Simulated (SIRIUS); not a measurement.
A run of SIRIUS 7.12.0 is set up as follows.

Contents of run.py:

```python
import json, subprocess
import numpy as np
from ase.io import read
from ase.units import Bohr, Hartree
from ase.calculators.calculator import Calculator, all_changes, SCFError
from ase.eos import EquationOfState
from ase.units import GPa
from ase.calculators.mixing import SumCalculator
from dftd3.ase import DFTD3

class Sirius(Calculator):
    """Writes sirius.json, runs sirius.scf and reads output.json. Species files lie in the folder."""
    implemented_properties = ["energy", "free_energy", "forces", "magmom", "magmoms"]

    def __init__(self, settings, start):
        super().__init__()
        self.settings, self.start, self.warm = settings, start, False

    def run(self, atoms, settings, task):
        symbols = atoms.get_chemical_symbols()
        types = sorted(set(symbols))
        spin = settings["parameters"]["num_mag_dims"] > 0
        rows = {t: [] for t in types}
        for s, x, m in zip(symbols, atoms.get_scaled_positions(wrap=False), atoms.get_initial_magnetic_moments()):
            rows[s].append(list(x) + ([0, 0, m] if spin else []))
        cell = dict(lattice_vectors=(atoms.cell[:] / Bohr).tolist(), atom_types=types,
                    atom_files={t: t + ".json" for t in types}, atoms=rows)
        with open("sirius.json", "w") as f:
            json.dump(dict(settings, unit_cell=cell), f, indent=1)
        with open("sirius.log", "a") as log:
            subprocess.run(["sirius.scf", "--input=sirius.json", "--output=output.json", f"--task={task}"],
                           stdout=log, stderr=log, check=True)
        with open("output.json") as f:
            return json.load(f)["ground_state"], np.argsort(np.argsort(symbols, kind="stable"))

    def calculate(self, atoms=None, properties=["energy"], system_changes=all_changes):
        super().calculate(atoms, properties, system_changes)
        if not self.warm or "cell" in system_changes:
            loose = dict(self.settings, parameters={**self.settings["parameters"], **self.start})
            self.run(atoms, loose, task=0)  # loose LDA density as the start
            self.warm = True
        gs, order = self.run(atoms, self.settings, task=1)
        if not gs["converged"]:
            raise SCFError("SIRIUS did not converge")
        e = gs["energy"]
        free = e["free"] * Hartree  # E - TS, whose slope the forces are
        self.results = dict(energy=free, free_energy=free,
                            forces=np.array(gs["forces"])[order] * Hartree / Bohr)
        if "magnetisation" in gs:
            self.results["magmom"] = gs["magnetisation"]["total"][2]
            self.results["magmoms"] = np.array(gs["magnetisation"]["atoms"])[order, 2]
        self.gap, self.fermi = gs["band_gap"] * Hartree, gs["efermi"] * Hartree

settings = {'control': {'processing_unit': 'cpu',
             'std_evp_solver_name': 'lapack',
             'gen_evp_solver_name': 'lapack',
             'verbosity': 1,
             'print_forces': True,
             'ortho_rf': True,
             'use_second_variation': True,
             'rmt_max': 3.0},
 'parameters': {'electronic_structure_method': 'full_potential_lapwlo',
                'xc_functionals': ['XC_GGA_X_PBE', 'XC_GGA_C_PBE'],
                'core_relativity': 'dirac',
                'valence_relativity': 'iora',
                'num_fv_states': 19,
                'smearing': 'fermi_dirac',
                'smearing_width': 0.0018374661,
                'pw_cutoff': 20,
                'gk_cutoff': 3.93,
                'lmax_apw': 10,
                'lmax_rho': 8,
                'lmax_pot': 8,
                'num_mag_dims': 1,
                'auto_rmt': 0,
                'ngridk': [13, 13, 13],
                'shiftk': [0, 0, 0],
                'num_dft_iter': 80,
                'energy_tol': 1e-07,
                'density_tol': 1e-05,
                'use_symmetry': True},
 'settings': {'tol_ne': 1e-10},
 'iterative_solver': {'type': 'exact'},
 'mixer': {'type': 'anderson', 'beta': 0.4, 'max_history': 8}}
start = {'xc_functionals': ['XC_LDA_X', 'XC_LDA_C_PW'],
 'ngridk': [5, 5, 5],
 'gk_cutoff': 3.14,
 'smearing': 'fermi_dirac',
 'smearing_width': 0.0055,
 'energy_tol': 0.01,
 'density_tol': 0.05,
 'num_dft_iter': 30}

atoms = read("Ni.xyz")
atoms.set_initial_magnetic_moments([1.0])
sirius = Sirius(settings, start)
dispersion = DFTD3(method="pbe", damping="d3bj")
atoms.calc = SumCalculator([sirius, dispersion])

cell = atoms.cell.copy()
volumes, energies = [], []
for x in [0.94, 0.96, 0.98, 1.0, 1.02, 1.04, 1.06]:
    atoms.set_cell(cell * x ** (1 / 3), scale_atoms=True)
    volumes.append(atoms.get_volume() / len(atoms))
    energies.append(atoms.get_potential_energy() / len(atoms))
    print(f"{volumes[-1]:10.4f} A^3/atom {energies[-1]:16.6f} eV/atom")
eos = EquationOfState(volumes, energies, eos="birchmurnaghan")
v0, e0, b0 = eos.fit()
print(f"V0 {v0:.4f} A^3/atom, B0 {b0 / GPa:.2f} GPa, B0' {eos.eos_parameters[2]:.2f}")
result = dict(volumes=volumes, energies=energies)
result.update(gap=sirius.gap, fermi=sirius.fermi, **{k: np.array(v).tolist() for k, v in sirius.results.items() if "mag" in k})
result['dispersion'] = dispersion.get_potential_energy(atoms)
with open("result.json", "w") as f:
    json.dump(result, f)
```

Contents of Ni.xyz:

```xyz
1
Lattice="0.0000000000 1.7375729330 1.7375729330 1.7375729330 0.0000000000 1.7375729330 1.7375729330 1.7375729330 0.0000000000" Properties=species:S:1:pos:R:3 pbc="T T T"
Ni     0.0000000000      0.0000000000      0.0000000000
```

Potentials or basis: all-electron FP-LAPW, apw+lo standard.

Run with:

```console
$ OMP_NUM_THREADS=1 python run.py
```

Estimate the pressure derivative of the bulk modulus.

6.1.

What does it give for the bulk modulus?

220 GPa.

What does it give for the equilibrium volume?

10.50 Å³/atom.

Energy against volume, from the lowest point:
| volume (Å³/atom) | energy (meV/atom) |
| --- | --- |
| 9.862 | 30.56 |
| 10.072 | 13.03 |
| 10.282 | 3.28 |
| 10.492 | 0.00 |
| 10.702 | 2.73 |
| 10.912 | 10.29 |
| 11.122 | 22.27 |
